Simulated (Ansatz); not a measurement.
CuO (Tenorite):

```
Cu O
1.0
     2.34185   -1.71130    0.00000
     2.34185    1.71130    0.00000
    -0.85003    0.00000    5.05787
Cu O
2 2
Direct
  0.50000 0.00000 0.50000
  0.00000 0.50000 0.00000
  0.41840 0.58160 0.75000
  0.58160 0.41840 0.25000
```

```yaml
Program: Ansatz 0.2.0
Task: relaxation of cell and atoms
Functional: r2SCAN
Potentials_or_basis: Ansatz PAW
Cutoff: "500 eV (not typed: the program's choice for these potentials)"
k_mesh: 10 × 10 × 5
Occupations: fermi-dirac, width 0.05 eV
Spin: no spin polarisation
Hubbard_terms: Cu d U = 8 eV
```

At the start: volume 10.13 Å³/atom.

Q: How do energy, volume and symmetry change on relaxing?

A: It ends after 14 steps and the volume is 10.83 Å³/atom (+6.9 %); space group C2/c (No. 15, to 0.05 Å).

Step by step:
```
step  energy change (eV)  largest force (eV/Å)  volume (Å³)
   1              0.0000                0.0913        40.54
   2             -0.0083                0.0895        41.07
   3             -0.0149                0.0419        41.86
   4             -0.0173                0.0398        42.13
   5             -0.0196                0.0307        42.61
   6             -0.0200                0.0027        42.79
   7             -0.0200                0.0001        42.85
   8             -0.0200                0.0003        42.88
   9             -0.0233                0.0002        42.88
  10             -0.0234                0.0032        43.18
  11             -0.0236                0.0006        43.20
  12             -0.0235                0.0016        43.31
  13             -0.0235                0.0004        43.34
  14             -0.0240                0.0004        43.34
```

Final structure:
```xyz
4
Lattice="2.1987 -1.9234 0.0543 2.1987 1.9234 0.0543 -0.6809 0.0000 5.1070" Properties=species:S:1:pos:R:3 pbc="T T T"
Cu    0.7589   -0.9617    2.5806
Cu    1.0993    0.9617    0.0271
O     1.6880    0.1460    3.8845
O     2.0285   -0.1460    1.3310
```

Caveat: the plane-wave basis is chosen anew once the cell has moved, so the energies of steps on either side of that aren't comparable; the run has no spin polarisation, though such a crystal can be magnetic; U without spin polarisation on a metal has little footing; the PAW data sets come from PBE, with cores solved anew for the run's functional, which leaves a small shift of forces and pressure.
